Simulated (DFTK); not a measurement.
ZnO (zincite):

```xyz
4
Lattice="3.2493 0.0000 0.0000 -1.6247 2.8140 0.0000 0.0000 0.0000 5.2057" Properties=species:S:1:pos:R:3 pbc="T T T"
Zn    1.6247    0.9380    0.0000
Zn    0.0000    1.8760    2.6029
O     0.0000    1.8760    4.5759
O     1.6247    0.9380    1.9730
```

Base run:

```yaml
Program: DFTK 0.8.2
Functional: PBEsol
Potentials_or_basis: SG15 1.2 (PBE)
Cutoff: 952 eV
k_mesh: 7 × 7 × 4
Occupations: fermi-dirac, width 0.05 eV
Spin: no spin polarisation
```

Its results: band gap on the k mesh 0.65 eV, direct; largest force 0.063 eV/Å.

Question: The run is repeated on the same cell with these changes: functional from PBEsol to PBE0; k mesh from 7 × 7 × 4 to 2 × 2 × 1. What comes out?

Answer: Band gap on the k mesh 3.44 eV, direct; largest force 0.081 eV/Å.

Several settings changed at once, so the effect can't be laid on one alone.

Caveats: some runs use coarse meshes; the real-space grid adds noise to forces; the potentials were made for another functional, which shifts forces and pressure; the program's treatment of exact exchange at zero wave vector lowers gaps by one to five hundredths of an eV on this mesh and cutoff (some runs).
